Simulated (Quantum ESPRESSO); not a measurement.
**Tc under changes of volume**

One of the cells (14.248 Å³/atom); the others are scaled copies at fixed shape and fractional positions:

```
CELL_PARAMETERS angstrom
2.73936 0.00000 0.00000
-1.36968 2.37235 0.00000
0.00000 0.00000 8.76968
ATOMIC_POSITIONS crystal
Tc 0.66667 0.33333 0.75000
Tc 0.00000 0.00000 0.50000
Tc 0.33333 0.66667 0.25000
Tc 0.00000 0.00000 0.00000
```

```yaml
Program: Quantum ESPRESSO 7.5
Functional: LDA
Potentials_or_basis: GBRV 1.5 LDA
Cutoff: 612 eV
Density_cutoff: 4898 eV
k_mesh: 11 × 11 × 3
Occupations: fermi-dirac, width 0.05 eV
Spin: no spin polarisation
```

```csv
volume (Å³/atom),energy over the lowest point (meV/atom),pressure (GPa)
13.393,11.77,10.3
13.678,0.00,2.5
13.963,1.49,-4.6
14.248,?,?
14.533,38.81,-16.4
14.818,72.25,-21.4
15.103,114.09,-25.8
```

Task: What does the run at 14.248 Å³/atom give?

Result: Energy over the lowest point 14.85 meV/atom; pressure -10.8 GPa.

Worked out: A Birch-Murnaghan fit of order 3 (a polynomial in V^(-2/3)) to the other rows has its minimum at 13.79 Å³/atom with B0 = V·E''(V) = 346 GPa and B' = 4.5 at fixed shape and positions, which overstates the stiffness. It gives 14.86 meV/atom at 14.248 Å³/atom, against the run's 14.85, and -dE/dV = -10.6 GPa, against -10.8.

Energies are extrapolated to zero smearing.
